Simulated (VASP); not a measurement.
Set up this calculation in VASP 6.6.1, as the native input.

```
Task                               : density of states
Functional                         : SCAN0
Dispersion                         : rVV10
Potentials or basis                : VASP PAW PBE potentials, release 64 (Se, Mg)
Cutoff                             : 520 eV
k mesh                             : 4 × 4 × 4
Occupations                        : tetrahedron
Spin                               : no spin polarisation
Grid for exact exchange (PRECFOCK) : Normal
Exchange at q = 0                  : truncated
Further INCAR settings             : ALGO = Normal; EDIFF = 1e-07; NBANDS = 11
```

MgSe:

```
Se Mg
1.0
     0.00000    2.72550    2.72550
     2.72550    0.00000    2.72550
     2.72550    2.72550    0.00000
Se Mg
1 1
Cartesian
  2.7255 2.7255 2.7255
  0.0000 0.0000 0.0000
```

These files were run (other wordings do the same):

POSCAR

```
MgSe
1.0
    0.0000000000      2.7255000000      2.7255000000
    2.7255000000      0.0000000000      2.7255000000
    2.7255000000      2.7255000000      0.0000000000
Se Mg
1 1
Direct
    0.5000000000      0.5000000000      0.5000000000
    0.0000000000      0.0000000000      0.0000000000
```

INCAR.step1

```
PREC = Accurate
ENCUT = 520
EDIFF = 1E-5
ISMEAR = -5
SIGMA = 0.05
LREAL = False
LASPH = True
NELM = 80
ALGO = Normal
ISIF = 2
LWAVE = True
LCHARG = False
NBANDS = 11
GGA = PE
```

INCAR.step2

```
PREC = Accurate
ENCUT = 520
EDIFF = 1E-7
ISMEAR = -5
SIGMA = 0.05
LREAL = False
LASPH = True
NELM = 80
ALGO = Normal
ISIF = 2
LWAVE = False
LCHARG = False
METAGGA = SCAN
LHFCALC = True
AEXX = 0.25
LMIXTAU = True
PRECFOCK = Normal
HFRCUT = -1
LUSE_VDW = True
IVDW_NL = 2
BPARAM = 15.7
CPARAM = 0.0093
LORBIT = 11
NBANDS = 11
ISTART = 1
NEDOS = 1001
```

KPOINTS

```
Automatic mesh
0
Gamma
  4 4 4
```

Potentials or basis: VASP PAW PBE potentials, release 64 (Se, Mg).

Launch:

```console
$ cat potpaw_PBE.64/Se/POTCAR potpaw_PBE.64/Mg/POTCAR > POTCAR
$ cp INCAR.step1 INCAR
$ mpirun -np 1 vasp_std > vasp.out
$ cp INCAR.step2 INCAR
$ mpirun -np 1 vasp_std > vasp.out
```

Results of the run:

- Pressure: -0.7 GPa
- Band gap on the k mesh: 3.75 eV, indirect (least direct gap 4.80 eV)
- Valence electrons inside the program's atomic spheres: Se 4.05; Mg 0.28

Caveat: the k mesh is coarse (spacing up to 0.50 Å⁻¹), so the values aren't converged, least of all with exact exchange; the PAW data sets were made with another functional, which shifts forces and pressure a little.

It took 2.9 min on 1 thread of Intel(R) Xeon(R) Platinum 8559C (Emerald Rapids) (shared host), peak memory 0.28 GiB.
